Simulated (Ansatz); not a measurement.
Bulk crystal (SiC) after relaxation:

```
CELL_PARAMETERS angstrom
0.00000 2.17814 2.17814
2.17814 0.00000 2.17814
2.17814 2.17814 0.00000
ATOMIC_POSITIONS crystal
Si 0.00000 0.00000 0.00000
C 0.75000 0.75000 0.75000
```

Miller indices refer to the conventional cell of F-43m (No. 216), a = 4.356 Å, b = 4.356 Å, c = 4.356 Å, α = 90.00°, β = 90.00°, γ = 90.00°. The bulk's gap is 1.71 eV.

Consider the (100) slab of 11 planes, 10.9 Å thick with 15 Å of vacuum as cut; outer planes Si (top) and Si (bottom), all atoms relaxed.

These are results of Ansatz 0.2.0, DFT r2SCAN, scalar-relativistic, plane waves, PAW, not measurements. Cutoff 500 eV; k points 9×9×1 on the computed 11-atom cell (Γ-centred); Gaussian smearing, width 0.05 eV; no spin polarisation. The cell repeats along c with a dipole correction in the vacuum.

The slab isn't stoichiometric (Si6C5), so its surface energy depends on the chemical potentials; it is given with the excess atoms taken from the element's standard state, a limit at which the compound may itself be unstable, so the figure can be too low.

Task: Estimate the surface energy with the excess atoms taken from the elements.

Result: 2.98 J/m².

Task: Give the gap of the slab on the mesh.

Result: 0.48 eV.

Task: Predict the bulk valence band top under the vacuum level.

Result: 6.49 eV.

Task: Estimate the bulk conduction band bottom under the vacuum level.

Result: 4.78 eV.

Task: The top two planes lie 1.089 Å apart in the bulk. How does relaxation change this?

Result: The spacing becomes 1.111 Å (+2.0 %).

An odd mesh misses points on the zone edge, so a gap read on it can be too wide. Gaps are read on the k points sampled, so a band crossing between them can be missed.